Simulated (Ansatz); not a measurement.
The system is Sn.

```
Sn
1.0
     0.00000    3.23334    3.23334
     3.23334    0.00000    3.23334
     3.23334    3.23334    0.00000
Sn
2
Cartesian
  4.8500 4.8500 4.8500
  3.2333 3.2333 3.2333
```

This isn't the form of Sn at room conditions, which is tetragonal (white tin).

```yaml
Program: Ansatz 0.2.0
Task: relaxation of cell and atoms
Functional: revPBE
Dispersion: D4
Potentials_or_basis: Ansatz PAW
Cutoff: "420 eV (not typed: the program's choice for these potentials)"
k_mesh: 7 × 7 × 7
Occupations: fermi-dirac, width 0.05 eV
Spin: no spin polarisation
```

At the start: volume 33.80 Å³/atom.

**Question.** How do energy, volume and symmetry change on relaxing?

**Answer.** It ends after 5 steps and the volume is 35.43 Å³/atom (+4.8 %); space group Fd-3m (No. 227, to 0.05 Å).

Step by step:
```
step  energy change (eV)  largest force (eV/Å)  volume (Å³)
   1              0.0000                0.0000        67.61
   2             -0.0135                0.0000        72.79
   3             -0.0198                0.0000        71.06
   4             -0.0199                0.0000        70.86
   5             -0.0205                0.0000        70.86
```

Final structure:
```yaml
crystal:
  lattice:
    - [0.00000, 3.28441, 3.28441]
    - [3.28441, 0.00000, 3.28441]
    - [3.28441, 3.28441, 0.00000]
  atoms:
    - { symbol: Sn, position: [0.75000, 0.75000, 0.75000] }
    - { symbol: Sn, position: [0.50000, 0.50000, 0.50000] }
```

Caveat: the plane-wave basis is chosen anew once the cell has moved, so the energies of steps on either side of that aren't comparable; pairwise dispersion overbinds metals, which lowers pressure and volume; the PAW data sets come from PBE, with cores solved anew for the run's functional, which leaves a small shift of forces and pressure.
